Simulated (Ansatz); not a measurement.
Zincblende KCl, relaxed with r2SCAN, was run in the PAW code Ansatz under altered settings. All numbers are computed, without spin polarisation but where a row says otherwise.

```yaml
crystal:
  lattice:
    - [0.00000, 3.50728, 3.50728]
    - [3.50728, 0.00000, 3.50728]
    - [3.50728, 3.50728, 0.00000]
  atoms:
    - { symbol: K, position: [0.00000, 0.00000, 0.00000] }
    - { symbol: Cl, position: [0.25000, 0.25000, 0.25000] }
```

The base run's other keys:
```yaml
kpoints:
  mp_grid: { grid: [4, 4, 4] }
hamiltonian:
  xc: hse06
scf:
  occupations: { method: fixed }
  n_extra_bands: 4
```

It takes 10 iterations with 1687 plane waves at 420 eV and 8 k points, and leaves a mean stress of +0.15 GPa. The gap over this mesh is 6.022 eV. It ran on 4 threads of Arm Neoverse N1 (shared host).

Outcomes, with energy and stress as changes against the base:
```csv
setting,outcome,ΔF (meV/atom),Δ mean stress (GPa),gap on the mesh (eV),iterations,wall time
"PBE hybrid, exx coeff 0.75, omega 0.5 1/Å",converged,–,-0.3,6.725,14,14 s
"PBE hybrid, exx coeff 0.05, omega 0.3 1/Å",converged,–,+0.1,4.973,9,12 s
"PBE hybrid, exx coeff 0.1, omega 0.5 1/Å",converged,–,+0.1,5.027,9,12 s
crystal.symmetry.detect: false,"converged, warned",0.0,0.0,6.022,12,100 s
```
A dash marks a value that wasn't obtained or can't be compared. Stress is positive in compression. The base took 12 s.

- PBE hybrid, exx coeff 0.75, omega 0.5 1/Å. That is 75 % exact exchange, screened with ω = 0.5 1/Å, against HSE06's 25 % screened at 0.208 1/Å. The mean stress moves by -0.3 GPa and the gap on the mesh by +0.702 eV (to 6.725). Totals of different functionals aren't comparable.
- PBE hybrid, exx coeff 0.05, omega 0.3 1/Å. That is 5 % exact exchange, screened with ω = 0.3 1/Å, against HSE06's 25 % screened at 0.208 1/Å. The mean stress moves by +0.1 GPa and the gap on the mesh by -1.049 eV (to 4.973). Totals of different functionals aren't comparable.
- PBE hybrid, exx coeff 0.1, omega 0.5 1/Å. That is 10 % exact exchange, screened with ω = 0.5 1/Å, against HSE06's 25 % screened at 0.208 1/Å. The mean stress moves by +0.1 GPa and the gap on the mesh by -0.995 eV (to 5.027). Totals of different functionals aren't comparable.
- crystal.symmetry.detect: false. It converges in 12 iterations against the base's 10, on 64 k points in place of 8. The result is the base's, as it should be for a key that only affects how the solution is found. Warned: hybrid solves reversed points apart.

Within 1 meV an atom, 0.1 GPa and 0.005 eV of the base stay: crystal.symmetry.detect: false.

The program warns that its thresholds are loose for a hybrid's stress.

The meshes of the hybrids are coarse, so their gaps aren't converged to the digits shown.
